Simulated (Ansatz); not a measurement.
This is a one-shot G0W0 calculation with Ansatz on BP built on the zincblende prototype; the level of theory is G0W0@PBE with 101 empty bands, a screening cutoff of 150 eV and a 6×6×6 mesh. The cell was relaxed with r2SCAN and then strained, so it isn't that functional's minimum.

input.yaml:
```yaml
crystal:
  lattice:
    - [0.0, 2.2683156689, 2.3590482957]
    - [2.2683156689, 0.0, 2.3590482957]
    - [2.2683156689, 2.2683156689, 0.0]
  atoms:
    - { symbol: B, position: [0.0, 0.0, 0.0] }
    - { symbol: P, position: [0.25, 0.25, 0.25] }
kpoints:
  mp_grid: { grid: [6, 6, 6] }
hamiltonian:
  xc: pbe
scf:
  occupations: { method: fixed }
gw:
  n_empty_bands: 101
  ecut_chi: 150
  qp_bands: [v2, c2]
  qp_kpoints: band_edges
  screening: { model: contour_deformation }
```

Wall time 68 s on 1 × NVIDIA H100 80GB HBM3 with 2 threads of AMD EPYC 7R13 Processor (Zen 3) (shared host); peak host memory 1.3 GiB.

Output, abridged:
```
Functional definition: PBE
Crystal: 2 atoms, lattice volume = 24.276 Å³
Basis set: ecut = 420 eV, 491 PW (Γ)
Bands: 8, of which v1, the nominal top of the filled ones, is band 4 counted from 1 (3 counted from 0)
Symmetry: 8 space group operations
Space group: I-4m2 (ITA 119)
k-points: 30 of 216 (time reversal used)
Free energy (F): -912.398412 eV
Fermi energy:    8.888492 eV
--- G₀W₀: contour deformation, 7 samples at zero and on the imaginary axis and 2 off it, 216 q-points, 101 empty bands' worth ---
    ik  band        ε_KS         Σx   Σc(E_QP)       V_xc       Z   E_QP_lin       E_QP  E_QP is
     0     3      8.8885   -16.2318     1.0421   -14.6584  0.7871     8.3554     8.3571  root
     0     4      8.8885   -16.2318     1.0421   -14.6584  0.7871     8.3554     8.3571  root
     0     5     12.0397    -8.5230    -4.5506   -13.4423  0.7857    12.4095    12.4084  root
     0     6     12.0397    -8.5230    -4.5506   -13.4423  0.7857    12.4095    12.4084  root
     1     3      7.9561   -16.3642     1.3048   -14.5022  0.7840     7.3966     7.3988  root
     1     4      8.2785   -16.2385     1.2100   -14.4849  0.7844     7.7329     7.7349  root
     1     5     12.5218    -8.6133    -4.7308   -13.6773  0.7834    12.8560    12.8550  root
     1     6     12.9498    -8.3846    -4.8486   -13.6222  0.7793    13.3405    13.3389  root
     2     3      7.1091   -16.7033     1.6876   -14.4075  0.7787     6.4978     6.5008  root
     2     4      7.5543   -16.6050     1.5714   -14.4425  0.7798     6.9604     6.9632  root
     2     5     12.3030    -8.7553    -4.7783   -13.8239  0.7849    12.5940    12.5933  root
     2     6     13.5576    -7.5533    -5.0615   -12.9866  0.7810    13.9309    13.9294  root
     3     3      6.7987   -16.8652     1.8383   -14.3980  0.7764     6.1664     6.1698  root
     3     4      7.2975   -16.7857     1.7146   -14.4600  0.7780     6.6832     6.6864  root
     3     5     12.1335    -8.7696    -4.7593   -13.8079  0.7862    12.4132    12.4125  root
     3     6     13.4374    -7.3157    -5.0190   -12.6887  0.7842    13.7927    13.7914  root
     4     3      6.9345   -17.4088     1.8146   -14.9585  0.7733     6.2950     6.2988  root
     4     4      7.1140   -16.2443     1.5884   -14.0653  0.7787     6.5205     6.5234  root
     4     5     11.0775    -8.0877    -4.3149   -12.6810  0.7926    11.3563    11.3559  root
     4     6     14.2032    -8.2732    -5.2758   -13.9658  0.7678    14.6222    14.6200  root
     9     3      5.2245   -16.9041     2.3996   -13.8222  0.7637     4.5367     4.5422  root
     9     4      5.3284   -16.8352     2.3718   -13.7854  0.7636     4.6450     4.6505  root
     9     5     10.0230    -7.7202    -4.1119   -12.0000  0.7989    10.1910    10.1908  root
     9     6     12.0213    -6.3689    -4.7090   -11.2655  0.7975    12.2091    12.2088  root
    12     3      4.6189   -17.1142     2.6770   -13.7306  0.7569     3.9054     3.9123  root
    12     4      4.6952   -17.0523     2.6404   -13.7119  0.7572     3.9884     3.9952  root
    12     5     10.0288    -7.1977    -4.2123   -11.5332  0.7995    10.1521    10.1520  root
    12     6     10.2792    -7.0744    -4.2434   -11.4700  0.8048    10.4317    10.4315  root
    13     3      7.2613   -16.2385     1.5546   -14.1008  0.7791     6.6752     6.6781  root
    13     4      7.2613   -16.2385     1.5546   -14.1008  0.7791     6.6752     6.6781  root
    13     5     11.4225    -8.0093    -4.3868   -12.6755  0.7937    11.7026    11.7020  root
    13     6     14.4088    -8.3159    -5.3161   -14.0498  0.7664    14.8287    14.8266  root
    25     3      5.6260   -16.8165     2.3093   -13.8361  0.7649     4.9497     4.9549  root
    25     4      5.6260   -16.8165     2.3093   -13.8361  0.7649     4.9497     4.9549  root
    25     5     10.4982    -7.6306    -4.2101   -12.0135  0.7995    10.6711    10.6709  root
    25     6     12.2610    -6.3904    -4.6962   -11.2618  0.7993    12.4365    12.4361  root
  […]
```

The points are ik 0 = (0, 0, 0) (Γ), ik 1 = (0, 0, 1/6), ik 2 = (0, 0, 1/3), ik 3 = (0, 0, -1/2) (L), ik 4 = (0, 1/6, 1/6), ik 9 = (0, 1/3, 1/3), ik 12 = (0, -1/2, -1/2) (X), ik 13 = (1/6, 1/6, 0), ik 25 = (1/3, 1/3, 0), ik 29 = (-1/2, -1/2, 0) (X); band 4 is the last filled one.

Over the mesh points the PBE gap of 1.13 eV becomes a quasiparticle gap of 1.79 eV (Γ to X), a change of +0.66 eV. Renormalisation factors Z lie between 0.76 and 0.81. G0W0 values are finite-basis, finite-mesh values.

The values are computed, spin-unpolarised, and not measurements.
